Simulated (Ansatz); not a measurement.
# Al (Im-3m) in Ansatz: reference runs

How does Al come out in PBE? The cell is run as given and disturbed.

Program: Ansatz 0.2.0. These are calculated values, not measurements. Logs are shortened: lines on timing, memory, paths and dates and some standing lists are left out, and cuts for length are marked.

## (1) The crystal as given

The structure is cubic, space group Im-3m (No. 229). The conventional cell has a = 3.182 Å, b = 3.182 Å, c = 3.182 Å, α = 90.00°, β = 90.00°, γ = 90.00°. Al (site symmetry m-3m) has 8 Al at 2.76 Å as nearest neighbours.

This isn't the form of Al at room conditions, which is fcc.

## (2) Single point, PBE

File input.yaml:

```yaml
crystal:
  lattice:
    - [-1.59121869, 1.59121869, 1.59121869]
    - [1.59121869, -1.59121869, 1.59121869]
    - [1.59121869, 1.59121869, -1.59121869]
  atoms:
    - { symbol: Al, position: [0.0, 0.0, 0.0] }
hamiltonian:
  xc: pbe
  pseudopotentials: { kind: paw }
kpoints:
  mp_grid: { grid: [12, 12, 12] }
scf:
  occupations: { method: fermi_dirac, width: 0.05 }
output:
  forces: true
  stress: true
  eigenvalues: true
```

Potentials or basis: Ansatz PAW.

Launch:

```console
> ansatz run input.yaml --threads 1 --pin off --max-ram 2560MiB --backend cpu --events-out ev --progress --plain --runs-dir out
```

The program printed:

```text
Warning: RAYON_NUM_THREADS=1 ignored (pool sized by the plan → 1); use --threads N
Engine: ansatz 0.2.0, aarch64-unknown-linux-gnu
Pseudopotentials: kind: paw
Pseudopotential: Al, paw, valence charge 3, recommended cutoff 420 eV (normal), Al.paw.azcp
Functional definition: PBE
  parameter kappa = 0.804
  parameter beta = 0.06672455060314922
  exchange = pbe_x(kappa = kappa, mu = beta*pi^2/3)
  correlation = pbe_c(beta = beta)
Crystal: 1 atoms, lattice volume = 16.116 Å³
Basis set: ecut = 420 eV, 321 PW (Γ), exchange–correlation on 40×40×40 points (8 copies of the dense FFT grid, shifted against one another)
Bands: 6, of which v1, the nominal top of the filled ones, is band 2 counted from 1 (1 counted from 0)
Symmetry: 48 space group operations
Space group: Im-3m (ITA 229), of the structure as read, at distance tolerance 2.5e-5 Å
k-points: 72 of 1728
Non-local potential: Al, projectors of the file, l = 0: 2, l = 1: 2, l = 2: 1
PAW form: soft (Blöchl's): semilocal exchange-correlation on the pseudo side does not see the compensation charge
PAW one-centre angular grid: Al, 110 points (default); XC on 64 Gauss nodes
Initial density: superposition of atomic densities (neutral atoms: chi_scale 0, normalization atom), corrected by the library's trained network
Initial wavefunctions: pseudopotential atomic-orbital guess
Functional: x = pbe(κ = 0.804, μ = 0.2195149727645171), c = pbe(β = 0.06672455060314922)
SCF iter   1: F=—  HF=-537.394254 eV  |F-HF|=—  |Δ(HF+E_count)|=         —  Δρ=5.45e-4  dr2=2.82e-5  ethr=1.77e-3  ⟨swp⟩=4.6  Hψ=3843  notcnv=0
preconditioner: auto → none  [metal: Δε(μ)=0.059 eV  Ē_g=13.433 eV  σ=0.050 eV  W_gap=0.28  n_scr=0 (ndim 8)  ℏωp=16.0 eV  f_vac=0.000  D(μ)=0.50/eV (n_scr^D=0)]
SCF iter   2: F=—  HF=-537.394258 eV  |F-HF|=—  |Δ(HF+E_count)|=   3.97e-6  Δρ=2.69e-4  dr2=6.63e-6  ethr=9.40e-7  ⟨swp⟩=1.8  Hψ=1087  notcnv=0
iter 3 did not close the SCF: its close was put off for the readings that it lacked (scf_convergence_deferred on its scf_iter line)
SCF iter   3: F=-537.394262 eV  HF=-537.394262 eV  |F-HF|=1.17e-9  |Δ(HF+E_count)|=   3.78e-6  Δρ=9.68e-6  dr2=1.03e-8  ethr=2.21e-7  ⟨swp⟩=2.0  Hψ=526  notcnv=0
iter 4 did not close the SCF: its close was put off for the readings that it lacked (scf_convergence_deferred on its scf_iter line)
SCF iter   4: F=-537.394262 eV  HF=-537.394262 eV  |F-HF|=7.24e-10  |Δ(HF+E_count)|=   1.14e-9  Δρ=2.92e-6  dr2=4.49e-10  ethr=3.44e-10  ⟨swp⟩=1.6  Hψ=461  notcnv=0
iter 5 did not close the SCF: its close was put off for the readings that it lacked (scf_convergence_deferred on its scf_iter line)
SCF iter   5: F=-537.394262 eV  HF=-537.394262 eV  |F-HF|=9.09e-13  |Δ(HF+E_count)|=  7.64e-10  Δρ=1.12e-7  dr2=6.42e-13  ethr=1.50e-11  ⟨swp⟩=2.0  Hψ=526  notcnv=0
SCF iter   6: F=-537.394262 eV  HF=-537.394262 eV  |F-HF|=0.00e0  |Δ(HF+E_count)|=  1.14e-12  Δρ=2.38e-9  dr2=8.83e-16  ethr=1.00e-12  ⟨swp⟩=1.9  Hψ=1400  notcnv=0
SCF 1 converged in 6 iterations: F = -537.394262 eV  dr2 = 8.83e-16
SCF converged after 6 iterations
Free energy (F): -537.394262 eV
Harris-Foulkes:  -537.394262 eV  (|F-HF|=0.00e0)
Internal energy: -537.390144 eV  (E = F + TS)
E sigma→0 (E₀):  -537.392203 eV
Entropy (-TS):   -0.004118 eV (-4.118 meV/atom)
Fermi energy:    8.175219 eV
--- Per-component energies (eV) ---
  E_band       = 11.199193
  E_kinetic    = 23.063578
  E_local      = 10.297456  (includes V_loc(G=0)·N_el)
  E_nonlocal   = 10.547452
  E_hartree    = 0.069466
  E_xc         = -39.885870
  E_vxc        = -29.142831  (∫ρ·V_xc dr)
  E_paw        = -467.382880  (= ΣΔE_a)
  E_vpaw       = -3.705391  (= ΣTr[D̂ρ^β])
  E_aug_tail   = -0.000002  (compensation charges beyond the density's cutoff)
  E_ewald      = -74.099344
  E_smearing   = -0.004118  (= −TS)
  E_closure    = 0.000000  (closes the sum)
  Σ components = -537.394262   (vs F -537.394262, Δ=0.00e0)
--- Forces (eV/Å), atoms counted from 1 ---
  atom   1  Al     0.00000000    -0.00000000    -0.00000000
  max |Σ_I F_I| component: 2.50e-33 eV/Å
--- Stress (GPa, compression-positive) ---
        3.822019      -0.000000      -0.000000
        0.000000       3.822019       0.000000
       -0.000000      -0.000000       3.822019
  P = ⅓ Tr σ = 3.8220 GPa (38.220 kbar)
--- Band table (eV; the first three rows and the last of 72) ---
  k-point 0: bands = ["-3.0960", "21.4880", "21.4880", "21.4880", "23.2487", "23.2487"]
  k-point 1: bands = ["-2.8931", "19.3857", "20.3971", "20.7403", "22.3971", "23.3587"]
  k-point 2: bands = ["-2.2863", "15.9498", "19.0385", "19.3891", "21.0500", "22.2078"]
  k-point 71: bands = ["10.1049", "10.1049", "10.1049", "11.1220", "11.1220", "14.0703"]
```

It took 0.63 s on 1 thread of Arm Neoverse V1, shared host; peak memory 0.24 GiB.

Results:

```
Free energy            : -537.3943 eV
Pressure               : 3.8 GPa
Band gap on the k mesh : none (metal or under the smearing width)
```

## (3) Single point, PBE (cell strained at random at fixed volume)

File input.yaml:

```yaml
crystal:
  lattice:
    - [-1.69895, 1.564306, 1.600798]
    - [1.630953, -1.582909, 1.551404]
    - [1.660366, 1.544325, -1.619401]
  atoms:
    - { symbol: Al, position: [-0.000693, 0.012387, 0.005849] }
hamiltonian:
  xc: pbe
  pseudopotentials: { kind: paw }
kpoints:
  mp_grid: { grid: [12, 12, 12] }
scf:
  occupations: { method: fermi_dirac, width: 0.05 }
output:
  forces: true
  stress: true
  eigenvalues: true
  write_density: true
  write_potential: true
  elf: true
  volumetric_format: npy
```

Potentials or basis: Ansatz PAW.

Launch:

```console
> ansatz run input.yaml --threads 1 --pin off --max-ram 2560MiB --backend cpu --events-out ev --progress --plain --runs-dir out
```

The program printed:

```text
Warning: RAYON_NUM_THREADS=1 ignored (pool sized by the plan → 1); use --threads N
[... 8 set-up lines as earlier in the session ...]
Crystal: 1 atoms, lattice volume = 16.116 Å³
Basis set: ecut = 420 eV, 327 PW (Γ), exchange–correlation on 40×40×40 points (8 copies of the dense FFT grid, shifted against one another)
Bands: 6, of which v1, the nominal top of the filled ones, is band 2 counted from 1 (1 counted from 0)
Symmetry: 2 space group operations
Space group: P-1 (ITA 2), of the structure as read, at distance tolerance 2.5e-5 Å
k-points: 868 of 1728
[... 6 set-up lines as earlier in the session ...]
SCF iter   1: F=—  HF=-537.392721 eV  |F-HF|=—  |Δ(HF+E_count)|=         —  Δρ=7.02e-4  dr2=6.23e-5  ethr=1.77e-3  ⟨swp⟩=4.6  Hψ=46547  notcnv=0
preconditioner: auto → none  [metal: Δε(μ)=0.007 eV  Ē_g=13.434 eV  σ=0.050 eV  W_gap=0.03  n_scr=0 (ndim 8)  ℏωp=16.0 eV  f_vac=0.000  D(μ)=0.49/eV (n_scr^D=0)]
SCF iter   2: F=—  HF=-537.392721 eV  |F-HF|=—  |Δ(HF+E_count)|=   6.51e-7  Δρ=3.29e-4  dr2=1.28e-5  ethr=2.08e-6  ⟨swp⟩=1.9  Hψ=12959  notcnv=0  defer=7
iter 3 did not close the SCF: its close was put off for the readings that it lacked (scf_convergence_deferred on its scf_iter line)
SCF iter   3: F=-537.392724 eV  HF=-537.392724 eV  |F-HF|=1.87e-8  |Δ(HF+E_count)|=   3.11e-6  Δρ=1.48e-5  dr2=1.51e-8  ethr=4.26e-7  ⟨swp⟩=1.1  Hψ=5004  notcnv=0  defer=7
iter 4 did not close the SCF: its close was put off for the readings that it lacked (scf_convergence_deferred on its scf_iter line)
SCF iter   4: F=-537.392724 eV  HF=-537.392724 eV  |F-HF|=6.69e-10  |Δ(HF+E_count)|=   1.89e-8  Δρ=2.38e-6  dr2=2.90e-10  ethr=5.02e-10  ⟨swp⟩=2.1  Hψ=6211  notcnv=0  defer=7
iter 5 did not close the SCF: its close was put off for the readings that it lacked (scf_convergence_deferred on its scf_iter line)
SCF iter   5: F=-537.392724 eV  HF=-537.392724 eV  |F-HF|=2.27e-13  |Δ(HF+E_count)|=  6.86e-10  Δρ=8.90e-8  dr2=7.76e-13  ethr=9.65e-12  ⟨swp⟩=2.0  Hψ=6249  notcnv=0  defer=7
SCF iter   6: F=-537.392724 eV  HF=-537.392724 eV  |F-HF|=0.00e0  |Δ(HF+E_count)|=    0.00e0  Δρ=1.00e-8  dr2=1.13e-14  ethr=1.00e-12  ⟨swp⟩=3.7  Hψ=18633  notcnv=0
SCF 1 converged in 6 iterations: F = -537.392724 eV  dr2 = 1.13e-14
SCF converged after 6 iterations
Free energy (F): -537.392724 eV
Harris-Foulkes:  -537.392724 eV  (|F-HF|=0.00e0)
Internal energy: -537.388755 eV  (E = F + TS)
E sigma→0 (E₀):  -537.390739 eV
Entropy (-TS):   -0.003969 eV (-3.969 meV/atom)
Fermi energy:    8.185170 eV
--- Per-component energies (eV) ---
  E_band       = 11.184767
  E_kinetic    = 23.086140
  E_local      = 10.256024  (includes V_loc(G=0)·N_el)
  E_nonlocal   = 10.546449
  E_hartree    = 0.077962
  E_xc         = -39.889549
  E_vxc        = -29.148513  (∫ρ·V_xc dr)
  E_paw        = -467.390192  (= ΣΔE_a)
  E_vpaw       = -3.711256  (= ΣTr[D̂ρ^β])
  E_aug_tail   = -0.000002  (compensation charges beyond the density's cutoff)
  E_ewald      = -74.075587
  E_smearing   = -0.003969  (= −TS)
  E_closure    = 0.000000  (closes the sum)
  Σ components = -537.392724   (vs F -537.392724, Δ=0.00e0)
--- Forces (eV/Å), atoms counted from 1 ---
  atom   1  Al     0.00000000     0.00000000     0.00000000
  max |Σ_I F_I| component: 0.00e0 eV/Å
--- Stress (GPa, compression-positive) ---
        5.046505       0.464251       1.404277
        0.464251       3.360432       0.586508
        1.404277       0.586508       3.393472
  P = ⅓ Tr σ = 3.9335 GPa (39.335 kbar)
--- Band table (eV; the first three rows and the last of 868) ---
  k-point 0: bands = ["-3.0973", "20.7380", "21.1686", "22.1856", "22.3587", "23.1199"]
  k-point 1: bands = ["-2.8911", "19.5028", "19.8307", "21.3309", "22.2322", "23.1940"]
  k-point 2: bands = ["-2.2742", "16.1986", "18.5539", "19.8618", "21.1493", "22.2951"]
  k-point 867: bands = ["9.1684", "10.4312", "10.7054", "10.8086", "11.3956", "14.2703"]
```

v_z.tsv:

```text
# z_ang	v_es[eV]	v_tot[eV]
# format = ansatz-planar-average/11
# xc	pbe
# density_cutoff_ev	1680
# datasets	Al=:simpson_from_first_knot:soft
# lattice	-1.698950000	1.564306000	1.600798000
# lattice	1.630953000	-1.582909000	1.551404000
# lattice	1.660366000	1.544325000	-1.619401000
# sites	1
# site	13	0.031091468	-0.011658801	0.008636012
0.000000	9.696455e-1	-1.013810e1
0.139322	9.960852e-1	-1.006806e1
0.278643	1.099259e0	-9.799747e0
0.417965	1.319602e0	-9.295441e0
0.557287	1.749821e0	-8.487413e0
0.696609	2.498651e0	-7.349065e0
[... 12 lines left out ...]
2.507791	1.137752e0	-9.704783e0
2.647112	1.012609e0	-1.002419e1
```

Run time: 7.8 s. Hardware: 1 thread of Arm Neoverse V1, shared host; peak memory 0.37 GiB.

Results:

- Free energy: -537.3927 eV
- Pressure: 3.9 GPa
- Band gap on the k mesh: none (metal or under the smearing width)
